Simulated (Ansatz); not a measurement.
Consider the redistribution: `C[CH2][Zn][CH2]C` + `[OH][Ga]([F])[F]` → `C[CH2][Zn][F]` + `C[CH2][Ga]([OH])[F]`.

Program: Ansatz. Geometries: PBE0-D4/def2-TZVP. ΔE: electronic, gas phase. CCSD(T)/CBS is the MP2 limit (def2-TZVPP, def2-QZVPP) plus CCSD(T) − MP2 in def2-TZVPP, frozen cores. Functionals use def2-TZVPP. B3LYP here is the variant with VWN-RPA as its local correlation; programs differ in this. For Ga, Zn outer-core shells are correlated without core-valence functions, which leaves a few kJ/mol of doubt a bond. Scalar relativity is left out up to krypton. One conformer a species, not always the lowest.

**Question.** Is it downhill or uphill in electronic energy at CCSD(T)/CBS, and by how much? (Estimate.)

**Answer.** Ansatz gave: Downhill: ΔE = -0.55 eV.

**Question.** What do these levels give: BLYP-D4, CAM-B3LYP-D4, revPBE, PBE0, B3LYP, RPA@PBE/def2-TZVPP, HF/def2-SVP, HF/def2-TZVPP, MP2/def2-TZVPP, SCS-MP2/def2-TZVPP, CCSD/def2-TZVPP, MP2/CBS(def2)? (An estimate is asked.)

**Answer.** The calculation gave: BLYP-D4 -0.51, CAM-B3LYP-D4 -0.49, revPBE -0.45, PBE0 -0.45, B3LYP -0.48, RPA@PBE/def2-TZVPP -0.37, HF/def2-SVP -0.31, HF/def2-TZVPP -0.42, MP2/def2-TZVPP -0.34, SCS-MP2/def2-TZVPP -0.35, CCSD/def2-TZVPP -0.39, MP2/CBS(def2) -0.51 eV.

Largest T1 diagnostic among the species: 0.015.

At CCSD(T), def2-SVP lies +0.37 eV from the extrapolated value and def2-TZVPP +0.17 eV. In def2-TZVPP, CCSD(T) changes the Hartree–Fock value by +0.05 eV (the triples alone add +0.02 eV) and MP2 by +0.08 eV.
